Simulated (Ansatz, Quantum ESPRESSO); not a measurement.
**CdTe [001], zinc blende: pulling along c**

The c axis is held at a set length while the cell relaxes sideways. How do the lateral strain and the stress follow? The strained cell has c along the load; unstrained it is a = 4.5889 Å, b = 4.5889 Å, c = 6.4897 Å, α = 90.00°, β = 90.00°, γ = 90.00°, with 4 atoms.

Calculated with Ansatz 0.2.0, PBEsol, PAW files of the set soft_1, cutoff 600 eV, Fermi–Dirac smearing 0.02 eV, k-mesh 6×6×5, no spin polarisation, no spin-orbit coupling.

Relaxed positions at 0 %:

```csv
atom,x,y,z
Te,0.5000,0.0000,0.7500
Te,0.0000,0.5000,0.2500
Cd,0.0000,0.0000,0.0000
Cd,0.5000,0.5000,0.5000
```

```
ε_c (%)   a (Å)   c (Å)  ε_a (%)  σ (GPa, tension positive)
     −3  4.6459  6.2950    1.242                      −0.63
     −2  4.6268  6.3599    0.827                      −0.42
      0  4.5889  6.4897    0.000                       0.02
      1  4.5711  6.5546   −0.387                       0.28
      2  4.5531  6.6195   −0.781                       0.54
      3  4.5353  6.6844   −1.168                       0.82
```

**Question.** Fit both responses and give the free strain and the stress at −1 %, a row left out above.

Least squares with y = y0 + y1 ε + y2 ε² (ε in %) gives ε_a = 0.007 + (−0.4016) ε + (0.0035) ε² and σ = 0.03 + (0.241) ε + (0.008) ε² GPa. The linear terms put the ratio of free to applied strain at −0.402 and the Young modulus at 24 GPa.

At −1 % the free strain comes out as 0.412 %. The run itself gives 0.417 %, so the estimate misses by 0.005 %; the fitted rows themselves lie up to 0.007 % off the law.

The stress comes out as −0.21 GPa. The run itself gives −0.20 GPa, so the estimate misses by 0.01 GPa, a rounding's worth.

Along a cube axis ν = C12/(C11 + C12) and Y = (C11 − C12)(C11 + 2C12)/(C11 + C12), so C11 = Y(1 − ν)/[(1 + ν)(1 − 2ν)] = 52 GPa and C12 = 35 GPa.

The same fit over all rows at other levels or in other programs gives the strain ratio = −0.412 with PBEsol (Quantum ESPRESSO, GBRV).

[Logs are printed without paths, hosts, clocks, repeated set-up lines and the standing remarks that a program may print on its own settings, such as how far it seeks lower states.]
